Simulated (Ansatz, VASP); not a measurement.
This is a calculation of Mg for Ansatz 0.2.0.

The input input.yaml:

```yaml
crystal:
  lattice:
    - [0.0, 2.244256, 2.244256]
    - [2.244256, 0.0, 2.244256]
    - [2.244256, 2.244256, 0.0]
  atoms:
    - { symbol: Mg, position: [0.0, 0.0, 0.0] }
hamiltonian:
  xc: lda
  pseudopotentials: { kind: paw }
kpoints:
  mp_grid: { grid: [10, 10, 10] }
scf:
  occupations: { method: gaussian, width: 0.05 }
output:
  forces: true
  stress: true
  eigenvalues: true
```

Potentials or basis: Ansatz PAW.

The run is started by

```console
$ ansatz run input.yaml --threads 1 --pin off --max-ram 3584MiB --backend cpu --events-out ev --progress --plain --runs-dir out
```

Set up the same calculation for VASP 6.6.1. Potentials there: VASP PAW LDA potentials, release 64 (Mg).

As run (the cutoff follows the program's own potentials):

Contents of INCAR:

```
  PREC = Accurate
  ENCUT = 520
  EDIFF = 1E-7
  ISMEAR = 0
  SIGMA = 0.05
  LREAL = False
  LASPH = True
  NELM = 100
  ALGO = Normal
  ISIF = 2
  LWAVE = False
  LCHARG = True
  GGA = CA
  LELF = True
  LVHAR = True
  NBANDS = 7
```

The input KPOINTS:

```
Automatic mesh
0
Gamma
  10 10 10
```

POSCAR

```
Mg
1.0
    0.0000000000      2.2442560000      2.2442560000
    2.2442560000      0.0000000000      2.2442560000
    2.2442560000      2.2442560000      0.0000000000
Mg
1
Direct
    0.0000000000      0.0000000000      0.0000000000
```

Potentials or basis: VASP PAW LDA potentials, release 64 (Mg).

Launch:

```sh
$ cat potpaw_LDA.64/Mg/POTCAR > POTCAR
$ mpirun -np 1 vasp_std > vasp.out
```

Both were run:

|  | VASP | Ansatz | Ansatz less VASP |
| --- | --- | --- | --- |
| gap on the k mesh at the Fermi level (eV) | none | none | - |
| pressure (GPa) | -1.7 | -1.4 | +0.31 |

A gap of «none» marks a metal or a gap that the smearing closes. The two sets of potentials don't hold the same shells in valence.

Caveats: the PAW data sets come from PBE, with cores solved anew for the run's functional, which leaves a small shift of forces and pressure (Ansatz).
